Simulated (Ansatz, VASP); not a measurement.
# One calculation of BeTe, two programs

INCAR

```
SYSTEM = BeTe
ALGO = Normal ; EDIFF = 1E-6
ENCUT = 520 ; GGA = PS
GGA_COMPAT = .FALSE. ; ISIF = 2
ISMEAR = 0 ; LASPH = .TRUE.
LCHARG = .FALSE. ; LORBIT = 11
LORBMOM = .TRUE. ; LREAL = .FALSE.
LSORBIT = .TRUE. ; LWAVE = .FALSE.
MAGMOM = 0 0 0 0 0 0 ; NBANDS = 20
NELM = 150 ; PREC = Accurate
SIGMA = 0.05
```

The input KPOINTS:

```
k-points
0
G
  6 6 6
  0 0 0
```

File POSCAR:

```
BeTe
1.0
    0.0000000000      2.7325637069      2.7325637069
    2.7325637069      0.0000000000      2.7325637069
    2.7325637069      2.7325637069      0.0000000000
Be Te
1 1
Direct
    0.0000000000      0.0000000000      0.0000000000
    0.7500000000      0.7500000000      0.7500000000
```

Input for Ansatz:

```yaml
crystal:
  lattice:
    - [0.0, 2.7325637069, 2.7325637069]
    - [2.7325637069, 0.0, 2.7325637069]
    - [2.7325637069, 2.7325637069, 0.0]
  atoms:
    - { symbol: Be, position: [0.0, 0.0, 0.0] }
    - { symbol: Te, position: [0.75, 0.75, 0.75] }
basis:
  ecutwfc: 420
  ecutrho_ratio: 4
kpoints:
  mp_grid: { grid: [6, 6, 6] }
hamiltonian:
  xc: pbesol
scf:
  occupations: { method: gaussian, width: 0.05 }
output:
  forces: true
  stress: true
  eigenvalues: true
  populations: true
  topological_invariants: true
magnetization:
  noncollinear: true
  spin_orbit: true
```

Alike in both runs: task single point; functional PBEsol; k mesh 6 × 6 × 6; occupations gaussian, width 0.05 eV; non-collinear spin, spin-orbit coupling.

```csv
,VASP,Ansatz
version,VASP 6.6.1,Ansatz 0.2.0
potentials or method,"VASP PAW PBE potentials, release 64 (Be, Te)","plane waves, PAW"
plane-wave cutoff (eV),520,420
valence electrons in the cell,8,18
```

|  | VASP | Ansatz | Ansatz less VASP |
| --- | --- | --- | --- |
| gap on the k mesh at the Fermi level (eV) | 1.32 | 1.33 | +0.019 |
| least direct gap on the mesh (eV) | 3.18 | 3.19 | +0.014 |
| pressure (GPa) | 5.7 | 5.4 | -0.37 |
| net moment per atom (μB) | 0.00 | 0.00 | 0.000 |

With one functional, cell and mesh, what is left measures potentials, basis and numerics. The two sets of potentials don't hold the same shells in valence.

Caveats: the PAW data sets were made with another functional, which shifts forces and pressure a little (VASP).
